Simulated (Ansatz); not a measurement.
Rocksalt MgO, relaxed with r2SCAN: it is cubic, Fm-3m (No. 225); conventional cell a = 4.204 Å, 9.29 Å³ an atom. Mg is surrounded by 6 O at 2.10 Å; O is surrounded by 6 Mg at 2.10 Å. One-shot G0W0@PBE in Ansatz on an 8×8×8 mesh (contour deformation, no spin-orbit coupling), from a PBE gap of 4.797 eV over the mesh points (the G0W0 gap is direct on the mesh); the number N of bands summed and the screening cutoff rise together. No spin polarisation and no zero-point or thermal motion.

```
  N  cutoff (eV)  1000/N  G0W0 gap (eV)
 50          100  20.000          7.041
109          180   9.174          7.285
```

Problem. Lay a straight line in 1000/N through these rows.

Solution. The slope is -0.0225 eV per unit of 1000/N and the intercept 7.492 eV.

Problem. Predict the gap at N = 205 (260 eV).

Solution. 7.492 + (-0.0225) × 4.878 = 7.382 eV; the run gives 7.369 eV, -0.013 eV from the line.

Problem. With that run's result added, what limit do the last two rows suggest?

Solution. Their slope is (7.369 − 7.285)/(4.878 − 9.174) = -0.0196, which meets 1/N = 0 at 7.46 eV, against 7.492 eV from the first line. The slope flattens, so the first line overshoots; the k mesh isn't extrapolated.
